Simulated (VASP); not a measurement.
# ZnO (nc) (P6_3mc) in VASP: further runs

One crystal, ZnO (nc), is run at these levels: PBE; tasks: single point, relaxation of cell and atoms.

Everything below comes from runs of VASP 6.6.1. Logs are shortened: lines on timing, memory, paths and dates and some standing lists are left out, and cuts for length are marked.

**The experiment to reproduce.**

From “Electronic structure of alkaline earth and post-transition metal oxides”, 2009, arxiv:0908.1581, for a bulk crystal of ZnO: band gap 3.37 eV.

The runs below are set against these values where they give the same quantity.

## 1. Starting point

Symmetry: P6_3mc, No. 186, hexagonal system. The conventional cell has a = 3.278 Å, b = 3.278 Å, c = 5.289 Å, α = 90.00°, β = 90.00°, γ = 120.00°. Zn (site symmetry 3m) has 4 O at 2.00 to 2.01 Å as nearest neighbours. O (site symmetry 3m) is surrounded by 4 Zn at 2.00 to 2.01 Å.

## 2. Single point, PBE

File INCAR:

```
PREC = Accurate ; ENCUT = 520
EDIFF = 1E-6 ; ISMEAR = 0
SIGMA = 0.02 ; LREAL = False
LASPH = True ; NELM = 100
ALGO = Normal ; ISIF = 2
LWAVE = False ; LCHARG = True
GGA = PE ; LELF = True
LVHAR = True ; NBANDS = 26
```

File KPOINTS:

```
Automatic mesh
0
Gamma
  9 9 6
```

File POSCAR:

```
ZnO
1.0
    3.2782567106      0.0000000000      0.0000000000
   -1.6391283553      2.8390535915      0.0000000000
    0.0000000000      0.0000000000      5.2892449661
Zn O
2 2
Direct
    0.3333333333      0.6666666667      0.4999058603
    0.6666666667      0.3333333333     -0.0000941397
    0.6666666667      0.3333333333      0.3791041397
    0.3333333333      0.6666666667      0.8791041397
```

Potentials or basis: VASP PAW PBE potentials, release 64 (Zn, O).

The run is started by

```sh
$ cat potpaw_PBE.64/Zn/POTCAR potpaw_PBE.64/O/POTCAR > POTCAR
$ mpirun -np 1 vasp_std > vasp.out
```

OUTCAR:

```text
PREC = Accurate
   ENCUT = 520
   EDIFF = 1E-6
   ISMEAR = 0
   LREAL = False
   LASPH = True
   NELM = 100
   ISIF = 2
   GGA = PE

 ion  position               nearest neighbor table
   1  0.333  0.667  0.500-   3 2.00   3 2.00   3 2.00   4 2.01
   2  0.667  0.333  1.000-   4 2.00   4 2.00   4 2.00   3 2.01
   3  0.667  0.333  0.379-   1 2.00   1 2.00   1 2.00   2 2.01
   4  0.333  0.667  0.879-   2 2.00   2 2.00   2 2.00   1 2.01

  LATTYP: Found a hexagonal cell.
 ALAT       =     3.2782567106
 C/A-ratio  =     1.6134322090

  Lattice vectors:

 A1 = (   3.2782567106,   0.0000000000,   0.0000000000)
 A2 = (  -1.6391283553,   2.8390535915,   0.0000000000)
 A3 = (   0.0000000000,   0.0000000000,   5.2892449661)

Analysis of symmetry for initial positions (statically):
=====================================================================
 Subroutine PRICEL returns:
 Original cell was already a primitive cell.

 Routine SETGRP: Setting up the symmetry group for a
 hexagonal supercell.

 Subroutine GETGRP returns: Found 12 space group operations
 (whereof  6 operations were pure point group operations)
 out of a pool of 24 trial point group operations.

The static configuration has the point symmetry C_3v.
 The point group associated with its full space group is C_6v.

Analysis of symmetry for dynamics (positions and initial velocities):
=====================================================================
 Subroutine PRICEL returns:
 Original cell was already a primitive cell.

 Routine SETGRP: Setting up the symmetry group for a
 hexagonal supercell.

 Subroutine GETGRP returns: Found 12 space group operations
 (whereof  6 operations were pure point group operations)
 out of a pool of 24 trial point group operations.

The dynamic configuration has the point symmetry C_3v.
 The point group associated with its full space group is C_6v.

 Subroutine INISYM returns: Found 12 space group operations
 (whereof  6 operations are pure point group operations),
 and found     1 'primitive' translations

----------------------------------------------------------------------------------------

                                     Primitive cell

  volume of cell :      49.2278

  direct lattice vectors                    reciprocal lattice vectors
     3.278256711  0.000000000  0.000000000     0.305040175  0.176115027  0.000000000
    -1.639128355  2.839053591  0.000000000     0.000000000  0.352230054  0.000000000
     0.000000000  0.000000000  5.289244966     0.000000000  0.000000000  0.189062901

  length of vectors
     3.278256711  3.278256711  5.289244966     0.352230054  0.352230054  0.189062901

  position of ions in fractional coordinates (direct lattice)
     0.333333333  0.666666667  0.499905860
     0.666666667  0.333333333  0.999905860
     0.666666667  0.333333333  0.379104140
     0.333333333  0.666666667  0.879104140

  ion indices of the primitive-cell ions
   primitive index   ion index
                 1           1
                 2           2
                 3           3
                 4           4

----------------------------------------------------------------------------------------

 KPOINTS: Automatic mesh

Automatic generation of k-mesh.
 Grid dimensions read from file:
 generate k-points for:    9    9    6

 Generating k-lattice:

  Cartesian coordinates                     Fractional coordinates (reciprocal lattice)
     0.033893353  0.019568336  0.000000000     0.111111111  0.000000000  0.000000000
     0.000000000  0.039136673  0.000000000     0.000000000  0.111111111  0.000000000
     0.000000000  0.000000000  0.031510484     0.000000000  0.000000000  0.166666667

  Length of vectors
     0.039136673  0.039136673  0.031510484

  Shift w.r.t. Gamma in fractional coordinates (k-lattice)
     0.000000000  0.000000000  0.000000000

 Subroutine IBZKPT returns following result:
 ===========================================

 Found     48 irreducible k-points:

 Following reciprocal coordinates:
            Coordinates               Weight
  0.000000  0.000000  0.000000      1.000000
  0.111111 -0.000000  0.000000      6.000000
  0.222222 -0.000000  0.000000      6.000000
  0.333333  0.000000  0.000000      6.000000
  0.444444 -0.000000  0.000000      6.000000
  0.111111  0.111111  0.000000      6.000000
[... 16 lines left out ...]
  0.333333  0.222222  0.166667     24.000000
  0.333333  0.333333  0.166667      4.000000
 [... further k-points ...]
   k-points           NKPTS =     48   k-points in BZ     NKDIM =     48   number of bands    NBANDS=     26
   number of dos      NEDOS =    301   number of ions     NIONS =      4
   total plane-waves  NPLWV =  23040
   dimension x,y,z NGX =    24 NGY =   24 NGZ =   40
   dimension x,y,z NGXF=    48 NGYF=   48 NGZF=   80
   ions per type =               2   2
   NGX,Y,Z   is equivalent  to a cutoff of  12.17, 12.17, 12.57 a.u.
   NGXF,Y,Z  is equivalent  to a cutoff of  24.34, 24.34, 25.14 a.u.
 SYSTEM =  unknown system
   PREC   = accura    normal or accurate (medium, high low for compatibility)
   ISTART =      0    job   : 0-new  1-cont  2-samecut
   ICHARG =      2    charge: 1-file 2-atom 10-const
   ISPIN  =      1    spin polarized calculation?
   LNONCOLLINEAR =      F non collinear calculations
   LSORBIT =      F    spin-orbit coupling
   LASPH  =      T    aspherical Exc in radial PAW
   ENCUT  =  520.0 eV  38.22 Ry    6.18 a.u.   6.10  6.10  9.83*2*pi/ulx,y,z
   NELM   =    100;   NELMIN=  2; NELMDL= -5     # of ELM steps
   EDIFF  = 0.1E-05   stopping-criterion for ELM
   LREAL  =      F    real-space projection
   EDIFFG = 0.1E-04   stopping-criterion for IOM
   NSW    =      0    number of steps for IOM
   IBRION =     -1    ionic relax: 0-MD 1-quasi-New 2-CG
   NFREE  =      0    steps in history (QN), initial steepest desc. (CG)
   ISIF   =      2    stress and relaxation
   ISYM   =      2    0-nonsym 1-usesym 2-fastsym
   POTIM  = 0.5000    time-step for ionic-motion
   TEBEG  =    0.0;   TEEND  =   0.0 temperature during run
   PSTRESS=    0.0 pullay stress
   NELECT =      36.0000    total number of electrons
   NUPDOWN=      -1.0000    fix difference up-down
   EMIN   =  10.00;   EMAX   =-10.00  energy-range for DOS
   EFERMI =   0.00;   METHOD = LEGACY
   ISMEAR =     0;   SIGMA  =   0.02  broadening in eV -4-tet -1-fermi 0-gaus
   EFERMI_NEDOS =   21; number of points for ismear=-14 and -15
   IALGO  =     38    algorithm
   IMIX   =      4    mixing-type and parameters
     AMIX     =   0.40;   BMIX     =  1.00
     AMIX_MAG =   1.60;   BMIX_MAG =  1.00
  volume/ion in A,a.u.               =      12.31        83.05
  Fermi-wavevector in a.u.,A,eV,Ry     =   1.474933  2.787219 29.598481  2.175427
  Thomas-Fermi vector in A             =   2.589644
   LORBIT       =      0    0 simple, 1 ext, 2 COOP (PROOUT), +10 PAW based schemes
   GGA     = PE    functional components
   LHFCALC =     F    Hartree Fock is set to
   AEXX    =    0.0000 exact exchange contribution
   IVDW    =     0    specifies the selected vdW correction
   LEPSILON=     F    determine dielectric tensor
   LRPA    =     F    only Hartree local field effects (RPA)
 non-spin polarized calculation
 Gauss-broadening in eV      SIGMA  =   0.02
  energy-cutoff  :      520.00
  volume of cell :       49.23
 maximum number of plane-waves:      1350
   NGX = 13   NGY = 13   NGZ = 19

 number of electron      36.0000038 magnetization

 Free energy of the ion-electron system (eV)
  ---------------------------------------------------
  ext. energy  EPLUGINS =         0.00000000
  ---------------------------------------------------
  free energy    TOTEN  =       -17.86028386 eV

  energy without entropy =      -17.86028386  energy(sigma->0) =      -17.86028386

 E-fermi :   1.0206     XC(G=0): -10.7334

 val. band max:        0.9083571810   @ k =   0.0000   0.0000   0.0000
 cond. band min:       1.6388124474   @ k =   0.0000   0.0000   0.0000
 fundamental gap:      0.7304552664
 Fermi energy:         1.0206205050

 k-point     1 :       0.0000    0.0000    0.0000
  band No.  band energies     occupation
      1     -16.9214      2.00000
      2     -16.2513      2.00000
      3      -4.6355      2.00000
      4      -4.6355      2.00000
      5      -4.5943      2.00000
      6      -4.4839      2.00000
[... 18 lines left out ...]
     25      14.8473      0.00000
     26      14.8473      0.00000

 k-point     2 :       0.1111   -0.0000    0.0000
  band No.  band energies     occupation
      1     -16.8582      2.00000
      2     -16.2234      2.00000
      3      -4.7030      2.00000
      4      -4.5986      2.00000
      5      -4.5560      2.00000
      6      -4.4642      2.00000
[... 18 lines left out ...]
     25      14.8300      0.00000
     26      14.9776      0.00000

 k-point     3 :       0.2222   -0.0000    0.0000
  band No.  band energies     occupation
      1     -16.6900      2.00000
      2     -16.1564      2.00000
      3      -4.8328      2.00000
      4      -4.5365      2.00000
      5      -4.5123      2.00000
      6      -4.4020      2.00000
[... 18 lines left out ...]
     25      14.2445      0.00000
     26      14.9465      0.00000

 k-point     4 :       0.3333    0.0000    0.0000
  band No.  band energies     occupation
      1     -16.4769      2.00000
      2     -16.0938      2.00000
      3      -4.8982      2.00000
      4      -4.5679      2.00000
      5      -4.4343      2.00000
      6      -4.2323      2.00000
[... 18 lines left out ...]
     25      14.1328      0.00000
     26      14.7726      0.00000
[... 496 lines left out ...]
      1     -16.3526      2.00000
      2     -16.0939      2.00000
      3      -4.7271      2.00000
      4      -4.6686      2.00000
      5      -4.3476      2.00000
      6      -4.2896      2.00000
[... 18 lines left out ...]
     25      12.6713      0.00000
     26      15.8503      0.00000

 k-point    23 :       0.3333    0.2222    0.1667
  band No.  band energies     occupation
      1     -16.2160      2.00000
      2     -16.0885      2.00000
      3      -4.6908      2.00000
      4      -4.4900      2.00000
      5      -4.3422      2.00000
      6      -4.1667      2.00000
[... 18 lines left out ...]
     25      13.4359      0.00000
     26      14.8554      0.00000

 k-point    24 :       0.3333    0.3333    0.1667
  band No.  band energies     occupation
      1     -16.1280      2.00000
      2     -16.1280      2.00000
      3      -4.6396      2.00000
      4      -4.3701      2.00000
      5      -4.3701      2.00000
      6      -4.0289      2.00000
[... 18 lines left out ...]
     25      14.1942      0.00000
     26      14.9708      0.00000

 [... further k-points ...]
[... 5 lines left out ...]
  --------------------------------------------------------------------------------------
  -------------------------------------------------------------------------------------
  Total        0.3354155      0.3354155      0.3468016      0.0000000      0.0000000     -0.0000000
  in kB       10.9165013     10.9165013     11.2870749      0.0000000      0.0000000     -0.0000000
  external PRESSURE =      11.0400258 kB  Pullay stress =       0.0000000 kB

 VOLUME and BASIS-vectors are now :
 -----------------------------------------------------------------------------
  energy-cutoff  :      520.00
  volume of cell :       49.23
      direct lattice vectors                 reciprocal lattice vectors
     3.278256711  0.000000000  0.000000000     0.305040175  0.176115027  0.000000000
    -1.639128355  2.839053591  0.000000000     0.000000000  0.352230054  0.000000000
     0.000000000  0.000000000  5.289244966     0.000000000  0.000000000  0.189062901

 POSITION                                       TOTAL-FORCE (eV/Angst)
 -----------------------------------------------------------------------------------
     -0.00000      1.89270      2.64412         0.000000     -0.000000      0.001404
      1.63913      0.94635      5.28875         0.000000      0.000000      0.001404
      1.63913      0.94635      2.00517         0.000000     -0.000000     -0.001404
     -0.00000      1.89270      4.64980        -0.000000      0.000000     -0.001404
 -----------------------------------------------------------------------------------
    total drift:                               -0.000001     -0.000001     -0.000863

  FREE ENERGIE OF THE ION-ELECTRON SYSTEM (eV)
  ---------------------------------------------------
  free  energy   TOTEN  =       -17.8602838588 eV

  energy  without entropy=      -17.8602838588  energy(sigma->0) =      -17.86028386
```

Run time: 27 s. Hardware: 1 thread of Intel Xeon Platinum 8488C (Sapphire Rapids), shared host; peak memory 0.18 GiB.

What came out:

```yaml
Free_energy: -17.8603 eV
Pressure: 1.1 GPa
Band_gap_on_the_k_mesh: 0.73 eV, direct
```

## 3. Relaxation of cell and atoms, PBE

This run uses another cell than the first one, of 11.90 Å³/atom, 0.967 times its volume.

File INCAR:

```
ALGO = Normal ; EDIFF = 1E-6
EDIFFG = -0.002 ; ENCUT = 600
GGA = PE ; IBRION = 2
ISIF = 3 ; ISMEAR = 0
LASPH = True ; LCHARG = False
LREAL = False ; LWAVE = False
NELM = 100 ; NSW = 100
PREC = Accurate ; SIGMA = 0.02
```

File KPOINTS:

```
k-points
0
Gamma
  9 9 6
```

File POSCAR:

```
ZnO
1.0
    3.2493080000      0.0000000000      0.0000000000
   -1.6246540000      2.8139832727      0.0000000000
    0.0000000000      0.0000000000      5.2057090000
Zn O
2 2
Direct
    0.3333333333      0.6666666667      0.5000000000
    0.6666666667      0.3333333333      0.0000000000
    0.6666666667      0.3333333333      0.3790100000
    0.3333333333      0.6666666667      0.8790100000
```

Potentials or basis: VASP PAW PBE potentials, release 64 (Zn, O).

The run is started by

```sh
$ cat potpaw_PBE.64/Zn/POTCAR potpaw_PBE.64/O/POTCAR > POTCAR
$ mpirun -np 1 vasp_std > vasp.out
```

Run time: 5.8 min. Hardware: 1 thread of Intel Xeon Platinum 8488C (Sapphire Rapids), shared host; peak memory 0.2 GiB.

Results (log left out):

```yaml
Free_energy: -17.8621 eV
Relaxed_volume: 12.40 Å³/atom
Relaxed_cell: a = 3.286 Å, b = 3.286 Å, c = 5.306 Å, α = 90.00°, β = 90.00°, γ = 120.00°
Space_group_after_relaxing_to_0.05_Å: P6_3mc (No. 186)
Energy_gained_by_relaxing: 8.9 meV/atom
Ionic_steps: 23
Pressure_after_relaxing: 0.0 GPa
Band_gap_on_the_k_mesh: 0.72 eV, direct
```

The path:
```
step  energy change (eV)  largest force (eV/Å)  pressure (GPa)  volume (Å³)
   1              0.0000                0.0740            5.83        47.60
   2             -0.0270                0.0268           -2.61        50.64
   3             -0.0357                0.0012           -0.01        49.59
   4             -0.0357                0.0023           -0.06        49.63
   5             -0.0357                0.0109           -0.01        49.62
   6             -0.0357                0.0152           -0.10        49.62
   7             -0.0358                0.0117           -0.01        49.57
   8             -0.0358                0.0100            0.08        49.54
   9             -0.0358                0.0103            0.14        49.54
  10             -0.0358                0.0109            0.11        49.56
  11             -0.0358                0.0126            0.00        49.56
  12             -0.0358                0.0103            0.13        49.56
  13             -0.0358                0.0120            0.06        49.56
  14             -0.0358                0.0027            0.06        49.57
  15             -0.0358                0.0000           -0.01        49.58
  16             -0.0358                0.0007            0.01        49.57
  17             -0.0358                0.0011            0.03        49.57
  18             -0.0358                0.0015            0.04        49.57
  19             -0.0358                0.0001            0.04        49.59
  20             -0.0358                0.0015           -0.05        49.63
  21             -0.0358                0.0000           -0.06        49.60
  22             -0.0358                0.0008            0.05        49.59
  23             -0.0358                0.0003            0.00        49.61
```

Final structure:
```
CELL_PARAMETERS angstrom
3.28594 0.00000 0.00000
-1.64297 2.84570 0.00000
0.00000 0.00000 5.30569
ATOMIC_POSITIONS crystal
Zn 0.33333 0.66667 0.50003
Zn 0.66667 0.33333 0.00003
O 0.66667 0.33333 0.37898
O 0.33333 0.66667 0.87898
```

Levels at points of the mesh, in eV from the valence-band top:
```tsv
k point	band 16	band 17	band 18	band 19	band 20	band 21
(0.00, 0.00, 0.00)	-0.08	0.00	0.00	0.72	5.07	8.05
(0.00, 0.00, 0.50)	-0.37	-0.37	-0.37	3.35	3.35	9.89
```

## 4. Comparison with measurements

Step 2. Measured gap of ZnO: 3.37 eV (quoted in “Electronic structure of alkaline earth and post-transition metal oxides”, 2009, arxiv:0908.1581). This calculation gives 0.73 eV (-2.64 eV). So large a miss can be the level of theory's own, or it may mean another phase, state or a wrong row. The value is that of PBE, without temperature or zero-point motion. Semilocal functionals fall short of measured gaps as a rule.
